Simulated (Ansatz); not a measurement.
An Ansatz input and the part of its output that reports the observables at the nuclei.

The cell is a structure deposited in the COD, relaxed with PBE at fixed cell and then changed (z compressed by 1 %, ions relaxed).

```yaml
crystal:
  lattice:
    - [5.1960008669, 0.0, 0.0]
    - [-2.5980004334, 4.4998687488, 0.0]
    - [0.0, 0.0, 2.88189]
  atoms:
    - { symbol: Ta, position: [0.3333333333, 0.6666666667, 0.5], spin: 2.0 }
    - { symbol: Ta, position: [0.6666666667, 0.3333333333, 0.5], spin: 2.0 }
    - { symbol: Ta, position: [0.0, 0.0, 0.0], spin: 2.0 }
    - { symbol: "N", position: [0.3931829326, 0.0, 0.0] }
    - { symbol: "N", position: [0.6068170674, 0.6068170674, 0.0] }
    - { symbol: "N", position: [0.0, 0.3931829326, 0.0] }
magnetization:
  spin_polarized: true
kpoints:
  mp_grid: { grid: [10, 10, 16] }
scf:
  occupations: { method: fermi_dirac, width: 0.05 }
hamiltonian:
  xc: pbe
  pseudopotentials: { kind: paw }
output:
  forces: true
  stress: true
  populations: true
  efg:
    quadrupole_moments_barn: { Ta: 3.17, "N": 0.02044 }
    contact_densities: true
relax:
  f_tol: 0.02
  max_steps: 60
```

```sh
ansatz run input.yaml --threads 1 --pin off --max-ram 3072MiB --backend cpu --events-out ev --progress --plain --runs-dir out
```

The run relaxes the ions first, and the block belongs to the relaxed positions.

Of the output, the block on the nuclei alone is shown; the set-up, the SCF iterations, energies, forces and stress are cut. One atom of each set with nearly equal values is shown.

```
--- PAW observables at the nuclei: V_zz in 10²¹ V/m², potentials from the cell's mean, atoms counted from 1 ---
  atom   1  Ta V_zz =   -20.903742   η = 0.0000   by run symmetry: allowed   C_q = -1602.2772 MHz
            electrostatic potential = -14499.673084 V   contact ρ = 8154439.685955 e/Å³   contact ρ_s (e/Å³): all electrons -0.000005, valence +0.000003
  atom   3  Ta V_zz =   +11.825201   η = 0.0000   by run symmetry: allowed   C_q = +906.4047 MHz
            electrostatic potential = -14500.235370 V   contact ρ = 8154499.224192 e/Å³   contact ρ_s (e/Å³): all electrons +0.000002, valence +0.000005
  atom   4  N  V_zz =    -1.315366   η = 0.1775   by run symmetry: allowed   C_q = -0.6501 MHz
            electrostatic potential = -528.933911 V   contact ρ = 1413.971793 e/Å³   contact ρ_s (e/Å³): all electrons +0.000001, valence +0.000001
```

The relaxation (2 steps) took 66 s of wall time (63 s of CPU time) and 0.86 GiB at its peak, on 1 thread of AMD EPYC 9R14 (Zen 4) (x86_64; 16 cores open to the job, memory cap 3.0 GiB, no GPU), a shared host with a load of 0.2 a core.

The run finds no gap above 0.1 eV (a metal, or nearly one), so the gradients can move by 10 % or more with the k-mesh. Without spin–orbit coupling the gradients at and beside Ta can be off by some per cent, at some sites by more. With these PAW files V_zz is typically within 2 to 3 % of all-electron values, but misses above 10 % occur on Ta. At this changed cell the PBE pressure is 8 GPa. The start moments die out, and the run ends without spin.
